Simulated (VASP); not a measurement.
**Ni: band structure with revPBE**

Ni:

```
CELL_PARAMETERS angstrom
0.00000 1.73757 1.73757
1.73757 0.00000 1.73757
1.73757 1.73757 0.00000
ATOMIC_POSITIONS crystal
Ni 0.00000 0.00000 0.00000
```

```json
{"Program": "VASP 6.6.1", "Task": "band structure", "Functional": "revPBE", "Potentials or basis": "VASP PAW PBE potentials, release 64 (Ni)", "Cutoff": "520 eV", "k mesh": "13 × 13 × 13", "Occupations": "fermi-dirac, width 0.05 eV", "Spin": "collinear spin, ferromagnetic start", "Starting moments": "[1.0] μB", "Further INCAR settings": "ALGO = Fast; EDIFF = 1e-06; NBANDS = 15"}
```

- Band gap along the path: none (metal or under the smearing width)
- Net moment: 0.62 μB per cell

Levels at the corners of the path, in eV from the Fermi level:
Spin up:
```
point  band 1  band 2  band 3  band 4  band 5  band 6  band 7  band 8  band 9  band 10
    Γ   -9.26   -2.54   -2.54   -2.54   -1.30   -1.30   23.99   28.19   28.19    28.19
    X   -4.88   -4.40   -0.56   -0.47   -0.47    2.47    9.54   15.19   15.19    20.16
    X   -4.88   -4.40   -0.56   -0.47   -0.47    2.47    9.54   15.19   15.19    20.16
    W   -3.96   -3.21   -3.21   -1.37   -0.47    7.94    7.94   10.19   11.55    31.12
    W   -3.96   -3.21   -3.21   -1.37   -0.47    7.94    7.94   10.19   11.55    31.12
    K   -4.17   -3.89   -2.21   -1.14   -0.74    5.87    7.48   10.31   17.59    22.04
    K   -4.17   -3.89   -2.21   -1.14   -0.74    5.87    7.48   10.31   17.59    22.04
    Γ   -9.26   -2.54   -2.54   -2.54   -1.30   -1.30   23.99   28.19   28.19    28.19
    Γ   -9.26   -2.54   -2.54   -2.54   -1.30   -1.30   23.99   28.19   28.19    28.19
    L   -5.04   -2.52   -2.52   -0.61   -0.61   -0.37    5.93   22.46   25.36    25.36
    L   -5.04   -2.52   -2.52   -0.61   -0.61   -0.37    5.93   22.46   25.36    25.36
    U   -4.17   -3.89   -2.21   -1.14   -0.74    5.87    7.48   10.31   17.59    22.04
    U   -4.17   -3.89   -2.21   -1.14   -0.74    5.87    7.48   10.31   17.59    22.04
    W   -3.96   -3.21   -3.21   -1.37   -0.47    7.94    7.94   10.19   11.55    31.12
    W   -3.96   -3.21   -3.21   -1.37   -0.47    7.94    7.94   10.19   11.55    31.12
    L   -5.04   -2.52   -2.52   -0.61   -0.61   -0.37    5.93   22.46   25.36    25.36
    L   -5.04   -2.52   -2.52   -0.61   -0.61   -0.37    5.93   22.46   25.36    25.36
    K   -4.17   -3.89   -2.21   -1.14   -0.74    5.87    7.48   10.31   17.59    22.04
    U   -4.17   -3.89   -2.21   -1.14   -0.74    5.87    7.48   10.31   17.59    22.04
    X   -4.88   -4.40   -0.56   -0.47   -0.47    2.47    9.54   15.19   15.19    20.16
```
Spin down:
| point | band 1 | band 2 | band 3 | band 4 | band 5 | band 6 | band 7 | band 8 |
| --- | --- | --- | --- | --- | --- | --- | --- | --- |
| Γ | -9.31 | -1.78 | -1.78 | -1.78 | -0.71 | -0.71 | 23.82 | 28.15 |
| X | -4.54 | -3.78 | 0.06 | 0.41 | 0.41 | 2.42 | 9.78 | 15.18 |
| X | -4.54 | -3.78 | 0.06 | 0.41 | 0.41 | 2.42 | 9.78 | 15.18 |
| W | -3.58 | -2.60 | -2.60 | -0.81 | 0.41 | 8.12 | 8.12 | 10.34 |
| W | -3.58 | -2.60 | -2.60 | -0.81 | 0.41 | 8.12 | 8.12 | 10.34 |
| K | -3.75 | -3.35 | -1.58 | -0.56 | 0.12 | 6.08 | 7.65 | 10.50 |
| K | -3.75 | -3.35 | -1.58 | -0.56 | 0.12 | 6.08 | 7.65 | 10.50 |
| Γ | -9.31 | -1.78 | -1.78 | -1.78 | -0.71 | -0.71 | 23.82 | 28.15 |
| Γ | -9.31 | -1.78 | -1.78 | -1.78 | -0.71 | -0.71 | 23.82 | 28.15 |
| L | -4.61 | -1.90 | -1.90 | -0.44 | 0.16 | 0.16 | 6.36 | 22.31 |
| L | -4.61 | -1.90 | -1.90 | -0.44 | 0.16 | 0.16 | 6.36 | 22.31 |
| U | -3.75 | -3.35 | -1.58 | -0.56 | 0.12 | 6.08 | 7.65 | 10.50 |
| U | -3.75 | -3.35 | -1.58 | -0.56 | 0.12 | 6.08 | 7.65 | 10.50 |
| W | -3.58 | -2.60 | -2.60 | -0.81 | 0.41 | 8.12 | 8.12 | 10.34 |
| W | -3.58 | -2.60 | -2.60 | -0.81 | 0.41 | 8.12 | 8.12 | 10.34 |
| L | -4.61 | -1.90 | -1.90 | -0.44 | 0.16 | 0.16 | 6.36 | 22.31 |
| L | -4.61 | -1.90 | -1.90 | -0.44 | 0.16 | 0.16 | 6.36 | 22.31 |
| K | -3.75 | -3.35 | -1.58 | -0.56 | 0.12 | 6.08 | 7.65 | 10.50 |
| U | -3.75 | -3.35 | -1.58 | -0.56 | 0.12 | 6.08 | 7.65 | 10.50 |
| X | -4.54 | -3.78 | 0.06 | 0.41 | 0.41 | 2.42 | 9.78 | 15.18 |

Run time: 41 s on 1 thread of AMD EPYC 7R13 Processor (Zen 3) (shared host), peak memory 0.11 GiB.

Caveat: the log is that of the step along the path at fixed density, whose energy, stress, charges and moments have no meaning.
